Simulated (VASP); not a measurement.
# Cs (I4/mmm) in VASP: notebook

Runs on Cs. Level: PBE. Tasks: single point.

Everything below comes from runs of VASP 6.6.1. Logs are shortened: lines on timing, memory, paths and dates and some standing lists are left out, and cuts for length are marked.

## (1) The crystal as given

Symmetry: I4/mmm, No. 139, tetragonal system. The conventional cell has a = 5.500 Å, b = 5.500 Å, c = 8.194 Å, α = 90.00°, β = 90.00°, γ = 90.00°.

This isn't the form of Cs at room conditions, which is bcc.

## (2) Single point, PBE

Input file INCAR:

```
PREC = Accurate
ENCUT = 450
EDIFF = 1E-4
ISMEAR = 1
SIGMA = 0.15
LREAL = False
LASPH = True
NELM = 100
ALGO = Normal
ISIF = 2
LWAVE = False
LCHARG = False
GGA = PE
NBANDS = 10
ADDGRID = False
```

Input file KPOINTS:

```
regular mesh
0
Gamma
  5 5 5
```

Input file POSCAR:

```
Cs
1.0
   -2.6528630000      2.7200140000      3.9488130000
    2.8833600000     -2.6988260000      4.0893020000
    2.7318000000      2.7777640000     -3.9345920000
Cs
1
Direct
    0.0073440000      0.0133040000      0.0001460000
```

Potentials or basis: VASP PAW PBE potentials, release 64 (Cs_sv).

Command:

```
$ cat potpaw_PBE.64/Cs_sv/POTCAR > POTCAR
$ mpirun -np 1 vasp_std > vasp.out
```

OUTCAR:

```text
PREC = Accurate
   ENCUT = 450
   EDIFF = 1E-4
   ISMEAR = 1
   LREAL = False
   LASPH = True
   NELM = 100
   ISIF = 2
   GGA = PE

 Found     63 irreducible k-points:

 Following reciprocal coordinates:
            Coordinates               Weight
  0.000000  0.000000  0.000000      1.000000
  0.200000 -0.000000  0.000000      2.000000
  0.400000 -0.000000  0.000000      2.000000
  0.000000  0.200000  0.000000      2.000000
  0.200000  0.200000  0.000000      2.000000
  0.400000  0.200000  0.000000      2.000000
   k-points           NKPTS =     63   k-points in BZ     NKDIM =     63   number of bands    NBANDS=     10
   number of dos      NEDOS =    301   number of ions     NIONS =      1
   total plane-waves  NPLWV =  64000
   dimension x,y,z NGX =    40 NGY =   40 NGZ =   40
   dimension x,y,z NGXF=    80 NGYF=   80 NGZF=   80
   ions per type =               1
   NGX,Y,Z   is equivalent  to a cutoff of  12.13, 11.70, 12.01 a.u.
   NGXF,Y,Z  is equivalent  to a cutoff of  24.27, 23.39, 24.02 a.u.
 SYSTEM =  unknown system
   PREC   = accura    normal or accurate (medium, high low for compatibility)
   ISTART =      0    job   : 0-new  1-cont  2-samecut
   ICHARG =      2    charge: 1-file 2-atom 10-const
   ISPIN  =      1    spin polarized calculation?
   LNONCOLLINEAR =      F non collinear calculations
   LSORBIT =      F    spin-orbit coupling
   LASPH  =      T    aspherical Exc in radial PAW
   ENCUT  =  450.0 eV  33.07 Ry    5.75 a.u.   9.48  9.83  9.58*2*pi/ulx,y,z
   NELM   =    100;   NELMIN=  2; NELMDL= -5     # of ELM steps
   EDIFF  = 0.1E-03   stopping-criterion for ELM
   LREAL  =      F    real-space projection
   EDIFFG = 0.1E-02   stopping-criterion for IOM
   NSW    =      0    number of steps for IOM
   IBRION =     -1    ionic relax: 0-MD 1-quasi-New 2-CG
   NFREE  =      0    steps in history (QN), initial steepest desc. (CG)
   ISIF   =      2    stress and relaxation
   ISYM   =      2    0-nonsym 1-usesym 2-fastsym
   POTIM  = 0.5000    time-step for ionic-motion
   TEBEG  =    0.0;   TEEND  =   0.0 temperature during run
   PSTRESS=    0.0 pullay stress
   NELECT =       9.0000    total number of electrons
   NUPDOWN=      -1.0000    fix difference up-down
   EMIN   =  10.00;   EMAX   =-10.00  energy-range for DOS
   EFERMI =   0.00;   METHOD = LEGACY
   ISMEAR =     1;   SIGMA  =   0.15  broadening in eV -4-tet -1-fermi 0-gaus
   EFERMI_NEDOS =   21; number of points for ismear=-14 and -15
   IALGO  =     38    algorithm
   IMIX   =      4    mixing-type and parameters
     AMIX     =   0.40;   BMIX     =  1.00
     AMIX_MAG =   1.60;   BMIX_MAG =  1.00
  volume/ion in A,a.u.               =     123.95       836.44
  Fermi-wavevector in a.u.,A,eV,Ry     =   0.682981  1.290648  6.346621  0.466464
  Thomas-Fermi vector in A             =   1.762213
   LORBIT       =      0    0 simple, 1 ext, 2 COOP (PROOUT), +10 PAW based schemes
   GGA     = PE    functional components
   LHFCALC =     F    Hartree Fock is set to
   AEXX    =    0.0000 exact exchange contribution
   IVDW    =     0    specifies the selected vdW correction
   LEPSILON=     F    determine dielectric tensor
   LRPA    =     F    only Hartree local field effects (RPA)
 non-spin polarized calculation
 Methfessel and Paxton  Order N= 1 SIGMA  =   0.15
  energy-cutoff  :      450.00
  volume of cell :      123.95
 maximum number of plane-waves:      2710
 NGX is ok and might be reduce to    40

 number of electron       9.0000000 magnetization

 Free energy of the ion-electron system (eV)
  ---------------------------------------------------
  ext. energy  EPLUGINS =         0.00000000
  ---------------------------------------------------
  free energy    TOTEN  =        -0.86912542 eV

  energy without entropy =       -0.87069168  energy(sigma->0) =       -0.86964751

 E-fermi :   0.3362     XC(G=0):  -5.2231

 val. band max:        0.2862977507   @ k =   0.0000   0.0000   0.4000
 cond. band min:       0.3548336825   @ k =  -0.4000   0.4000  -0.0000
 fundamental gap:      0.0685359318
 Fermi energy:         0.3362035185

 k-point     1 :       0.0000    0.0000    0.0000
  band No.  band energies     occupation
      1     -23.6325      2.00000
      2     -10.3893      2.00000
      3     -10.3845      2.00000
      4     -10.3837      2.00000
      5      -1.3298      2.00000
      6       2.4846     -0.00000
      7       2.7437     -0.00000
      8       2.7968     -0.00000
      9       3.6030      0.00000
     10       3.7874      0.00000

 k-point     2 :       0.2000   -0.0000    0.0000
  band No.  band energies     occupation
      1     -23.6309      2.00000
      2     -10.4234      2.00000
      3     -10.3919      2.00000
      4     -10.3911      2.00000
      5      -0.9491      2.00000
      6       2.1091     -0.00000
      7       2.6648     -0.00000
      8       2.8775     -0.00000
      9       3.4938      0.00000
     10       3.5447      0.00000

 k-point     3 :       0.4000   -0.0000    0.0000
  band No.  band energies     occupation
      1     -23.6283      2.00000
      2     -10.4846      2.00000
      3     -10.4030      2.00000
      4     -10.3960      2.00000
      5      -0.0293      2.00306
      6       1.2607     -0.00000
      7       2.5071     -0.00000
      8       2.6602     -0.00000
      9       3.9878      0.00000
     10       4.2782      0.00000

 k-point     4 :       0.0000    0.2000    0.0000
  band No.  band energies     occupation
      1     -23.6313      2.00000
      2     -10.4212      2.00000
      3     -10.3889      2.00000
      4     -10.3868      2.00000
      5      -0.9804      2.00000
      6       1.9694     -0.00000
      7       2.7875     -0.00000
      8       2.8435     -0.00000
      9       3.5852      0.00000
     10       3.6687      0.00000

 k-point     5 :       0.2000    0.2000    0.0000
  band No.  band energies     occupation
      1     -23.6296      2.00000
      2     -10.4398      2.00000
      3     -10.4165      2.00000
      4     -10.3954      2.00000
      5      -0.4358      2.00000
      6       1.7765     -0.00000
      7       2.1481     -0.00000
      8       3.0372     -0.00000
      9       3.2759     -0.00000
     10       4.1939      0.00000

 k-point     6 :       0.4000    0.2000    0.0000
  band No.  band energies     occupation
      1     -23.6275      2.00000
      2     -10.4811      2.00000
      3     -10.4208      2.00000
      4     -10.4086      2.00000
      5       0.5081     -0.06881
      6       1.1010     -0.00000
      7       1.9571     -0.00000
      8       2.8749     -0.00000
      9       3.6670      0.00000
     10       4.1909      0.00000

 [... further k-points ...]

------------------------ aborting loop because EDIFF is reached ----------------------------------------

  FORCE on cell =-STRESS in cart. coord.  units (eV):
  Direction    XX          YY          ZZ          XY          YZ          ZX
  --------------------------------------------------------------------------------------
  -------------------------------------------------------------------------------------
  Total       -0.1205356     -0.0454132     -0.0883281     -0.0019804     -0.0037777     -0.0905424
  in kB       -1.5580645     -0.5870193     -1.1417452     -0.0255986     -0.0488316     -1.1703665
  external PRESSURE =      -1.0956097 kB  Pullay stress =       0.0000000 kB

 VOLUME and BASIS-vectors are now :
 -----------------------------------------------------------------------------
  energy-cutoff  :      450.00
  volume of cell :      123.95
      direct lattice vectors                 reciprocal lattice vectors
    -2.652863000  2.720014000  3.948813000    -0.005972949  0.181656419  0.124099719
     2.883360000 -2.698826000  4.089302000     0.174839185 -0.002819191  0.119401107
     2.731800000  2.777764000 -3.934592000     0.175719406  0.179382947 -0.005511685

 POSITION                                       TOTAL-FORCE (eV/Angst)
 -----------------------------------------------------------------------------------
      0.01928     -0.01552      0.08283        -0.000000     -0.000000      0.000000
 -----------------------------------------------------------------------------------
    total drift:                               -0.000001      0.000003     -0.000002

  FREE ENERGIE OF THE ION-ELECTRON SYSTEM (eV)
  ---------------------------------------------------
  free  energy   TOTEN  =        -0.8691254206 eV

  energy  without entropy=       -0.8706916791  energy(sigma->0) =       -0.86964751
```

Wall time 22 s (1 thread of Intel Xeon Platinum 8488C (Sapphire Rapids), shared host); peak memory 0.25 GiB.

These settings aren't checked as converged: the numbers below hold their error.

Results:

```yaml
Free_energy: -0.8691 eV
Pressure: -0.1 GPa
Band_gap_on_the_k_mesh: none (metal or under the smearing width)
```

## (3) Single point, PBE

This run uses another cell than the first one, of the same volume but with other edges.

INCAR, as its differences from that of step 2:

```diff
@@ -2,3 +2,3 @@
 ENCUT = 450
-EDIFF = 1E-4
+EDIFF = 1E-5
 ISMEAR = 1
```

KPOINTS is that of step 2.

Input file POSCAR:

```
Cs
1.0
   -2.7500754600      2.7500754600      4.0972389800
    2.7500754600     -2.7500754600      4.0972389800
    2.7500754600      2.7500754600     -4.0972389800
Cs
1
Direct
    0.0000000000      0.0000000000      0.0000000000
```

Potentials or basis: VASP PAW PBE potentials, release 64 (Cs_sv).

Command:

```
$ cat potpaw_PBE.64/Cs_sv/POTCAR > POTCAR
$ mpirun -np 1 vasp_std > vasp.out
```

It took 8.8 s on 1 thread of Intel Xeon Platinum 8488C (Sapphire Rapids), shared host; peak memory 0.22 GiB.

The run converged, but some of its settings lie outside the range that counts as converged, so its numbers aren't taken as properties of the crystal.

Results:

| Quantity | Value |
| --- | --- |
| Free energy | -0.8716 eV |
| Pressure | -0.1 GPa |
| Band gap on the k mesh | none (metal or under the smearing width) |

## (4) For comparison

An earlier run on the cell as given: functional PBE; potentials or basis VASP PAW PBE potentials, release 64 (Cs_sv); cutoff 520 eV; k mesh 7 × 7 × 7; occupations fermi-dirac, width 0.05 eV; no spin polarisation.

* Pressure: -0.1 GPa
* Band gap on the k mesh: none (metal or under the smearing width)
